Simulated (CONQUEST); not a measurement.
Write the native input for CONQUEST 1.3 that does the following.

- Task: density of states
- Functional: PBE
- Dispersion: D2
- Potentials or basis: PseudoDojo NC PBE, DZP, grid cutoff 100 Ha
- k mesh: 5 × 3 × 1
- Occupations: fermi-dirac, width 0.027 eV
- Spin: no spin polarisation
- Solver: diagonalisation
- SCF tolerance: 1e-06

Slab: CdSe, a slab with vacuum.

```
Se Cd
1.0
     4.29850    0.00000    0.00000
     0.00000    7.44522    0.00000
     0.00000    0.00000   26.39970
Se Cd
8 8
Direct
  0.00000 0.33333 0.71591
  0.50000 0.83333 0.71591
  0.00000 0.66667 0.58304
  0.50000 0.16667 0.58304
  0.00000 0.33333 0.45018
  0.50000 0.83333 0.45018
  0.00000 0.66667 0.31731
  0.50000 0.16667 0.31731
  0.00000 0.66667 0.68269
  0.50000 0.16667 0.68269
  0.00000 0.33333 0.54982
  0.50000 0.83333 0.54982
  0.00000 0.66667 0.41696
  0.50000 0.16667 0.41696
  0.00000 0.33333 0.28409
  0.50000 0.83333 0.28409
```

The cell isn't the ideal one: the (0 0 1) slab of CdSe, cut from the database cell, not relaxed.

The input as run:

Conquest_input

```
IO.Title CdSe
IO.Coordinates coords.dat
IO.FractionalAtomicCoords F
IO.Iprint 2
IO.Iprint_init 1
General.NumberOfSpecies 2
General.PseudopotentialType hamann
General.DistanceUnits A
General.DFT_D2 T
AtomMove.TypeOfRun static
AtomMove.FullStress T
Grid.GridCutoff 100
DM.SolutionMethod diagon
Diag.MPMesh T
Diag.GammaCentred T
Diag.MPMeshX 5
Diag.MPMeshY 3
Diag.MPMeshZ 1
Diag.kT 0.00099223
minE.SCTolerance 1e-6
SC.MaxIters 100
IO.AtomChargeOutput T
SC.KerkerPreCondition T
SC.KerkerFactor 0.3
SC.LinearMixingFactor 0.3
IO.writeDOS T
IO.write_proj_DOS T
%block ChemicalSpeciesLabel
1 78.960 Se
2 112.410 Cd
%endblock
```

coords.dat

```
    4.2984999140     0.0000000000     0.0000000000
    0.0000000000     7.4452202480     0.0000000000
    0.0000000000     0.0000000000    26.3997000000
16
  0.0000000000   2.4817400802  18.8997000114 1 T T T
  2.1492499570   6.2043502042  18.8997000114 1 T T T
  0.0000000000   4.9634801678  18.0227999995 2 T T T
  2.1492499570   1.2408700438  18.0227999995 2 T T T
  0.0000000000   4.9634801678  15.3920999902 1 T T T
  2.1492499570   1.2408700438  15.3920999902 1 T T T
  0.0000000000   2.4817400802  14.5152000047 2 T T T
  2.1492499570   6.2043502042  14.5152000047 2 T T T
  0.0000000000   2.4817400802  11.8844999953 1 T T T
  2.1492499570   6.2043502042  11.8844999953 1 T T T
  0.0000000000   4.9634801678  11.0076000098 2 T T T
  2.1492499570   1.2408700438  11.0076000098 2 T T T
  0.0000000000   4.9634801678   8.3769000005 1 T T T
  2.1492499570   1.2408700438   8.3769000005 1 T T T
  0.0000000000   2.4817400802   7.4999999886 2 T T T
  2.1492499570   6.2043502042   7.4999999886 2 T T T
```

Conquest_input (lines added for PostProcessCQ)

```
Process.Job pdos
Process.min_DOS_E -0.9518
Process.max_DOS_E 0.3482
Process.sigma_DOS 0.003
Process.n_DOS 501
Process.pDOS_l_resolved T
```

Potentials or basis: PseudoDojo NC PBE, DZP, grid cutoff 100 Ha.

Command:

```sh
$ Conquest
$ PostProcessCQ   # after the lines are added to Conquest_input
```

Results of the run:

```yaml
Band_gap_on_the_k_mesh: none (metal or under the smearing width)
Mulliken_charges: Se -0.39, -0.45, -0.46, -0.41; Cd +0.43, +0.46, +0.45, +0.37 e
```

Caveat: the log labels positions in bohr as Å; Mulliken charges move with the basis; the basis of atomic orbitals isn't converged, which shifts pressures, moduli and gaps.

Wall time 3.4 min on 1 thread of AMD EPYC 7B13 (Zen 3), on a shared host, peak memory 1.5 GiB.
